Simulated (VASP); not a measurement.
AgCl in VASP 6.6.1, single-point calculation

INCAR

```
LWAVE = .FALSE.
SIGMA = 0.02
PREC = Accurate
LREAL = .FALSE.
ISIF = 2
ISMEAR = -1
LASPH = .FALSE.
NELM = 120
NSW = 0
IVDW = 10
NBANDS = 16
EDIFF = 1E-7
GGA = PE
ENCUT = 520
LCHARG = .FALSE.
IBRION = -1
```

KPOINTS

```
KPOINTS created by Atomic Simulation Environment
0
Gamma
3 3 3
0 0 0
```

POSCAR

```
Ag Cl
 1.0000000000000000
     0.0000000000000000    2.8538718852999998    2.6871714188000002
     2.8538718852999998    0.0000000000000000    2.6871714188000002
     2.8538718852999998    2.8538718852999998    0.0000000000000000
 Ag  Cl
   1   1
Cartesian
  0.0000000000000000  0.0000000000000000  0.0000000000000000
  2.8538718852999998  2.8538718852999998  2.6871714188000002
```

The recommended PBE PAW datasets give the neutral cell 18 valence electrons.

Command

```
mpirun -np 1 vasp_std
```

**Question.** Predict the outcome of this run.

**Answer.** It converged. Results: gap between bands v and c on the k mesh 1.18 eV; least direct gap on the k mesh 3.07 eV; pressure -2.0 GPa. Band v is the last that the valence electrons fill when counted band by band, and c is the next.

OSZICAR

```
N       E                     dE             d eps       ncg     rms          rms(c)
DAV:   1     0.105543994939E+03    0.10554E+03   -0.89161E+03   192   0.102E+03
DAV:   2    -0.169230120338E+01   -0.10724E+03   -0.95893E+02   232   0.229E+02
DAV:   3    -0.551908530635E+01   -0.38268E+01   -0.38178E+01   256   0.454E+01
DAV:   4    -0.554729844845E+01   -0.28213E-01   -0.28212E-01   232   0.415E+00
DAV:   5    -0.554769781121E+01   -0.39936E-03   -0.39935E-03   256   0.490E-01    0.556E+00
DAV:   6    -0.534673265885E+01    0.20097E+00   -0.26899E-01   232   0.645E+00    0.367E+00
DAV:   7    -0.534088379192E+01    0.58489E-02   -0.10148E-01   224   0.205E+00    0.197E+00
DAV:   8    -0.534039559223E+01    0.48820E-03   -0.49011E-03   208   0.686E-01    0.300E-01
DAV:   9    -0.534052035390E+01   -0.12476E-03   -0.45141E-04   240   0.256E-01    0.409E-02
DAV:  10    -0.534060013152E+01   -0.79778E-04   -0.92085E-05   216   0.835E-02    0.381E-02
DAV:  11    -0.534061249705E+01   -0.12366E-04   -0.12523E-05   208   0.255E-02    0.370E-03
DAV:  12    -0.534061250440E+01   -0.73451E-08   -0.32431E-07   248   0.617E-03
   1 F= -.59359907E+01 E0= -.59359907E+01  d E =-.238276E-10
```

Standard output (part)

```
POSCAR found type information on POSCAR AgCl
 POSCAR found :  2 types and       2 ions
 LDA part: xc-table for (Slater+PW92), standard interpolation
 POSCAR, INCAR and KPOINTS ok, starting setup
 WAVECAR not read
 entering main loop
```

For comparison, a separate PBE run of the intended cell, on usual settings and not on those above, gives a gap of 0.77 eV on its mesh and a pressure of 0.6 GPa.
